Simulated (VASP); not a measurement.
A run of VASP 6.6.1 is set up as follows.

Contents of INCAR:

```
SYSTEM = GaN
PREC = Accurate
ENCUT = 600
EDIFF = 1E-7
ISMEAR = 0
SIGMA = 0.03
LREAL = .FALSE.
LASPH = .TRUE.
NELM = 80
ALGO = Normal
ISIF = 3
LWAVE = .FALSE.
LCHARG = .FALSE.
GGA = PE
IBRION = 2
NSW = 90
EDIFFG = -0.005
```

Contents of KPOINTS:

```
regular mesh
0
G
  10 10 10
  0 0 0
```

File POSCAR:

```
GaN                                     
1.0
   -0.0000000000      2.2741012840      2.2741012840
    2.2741012840      0.0000000000      2.2741012840
    2.2741012840      2.2741012840      0.0000000000
  Ga              N             
     1     1
Direct
     0.0000000000000000    0.0000000000000000    0.0000000000000000
     0.7500000000000000    0.7500000000000000    0.7500000000000000
```

Potentials or basis: VASP PAW PBE potentials, release 64 (Ga_d, N).

Run with:

```console
$ cat potpaw_PBE.64/Ga_d/POTCAR potpaw_PBE.64/N/POTCAR > POTCAR
$ mpirun -np 1 vasp_std > vasp.out
```

Question: What does it give for the band gap on the k mesh?

Answer: 1.55 eV, direct.

Final structure:
```
Ga N
1.0
     0.00000    2.27410    2.27410
     2.27410    0.00000    2.27410
     2.27410    2.27410    0.00000
Ga N
1 1
Direct
  0.00000 0.00000 0.00000
  0.75000 0.75000 0.75000
```

Caveat: the relaxation stopped at its first step, so nothing moved.
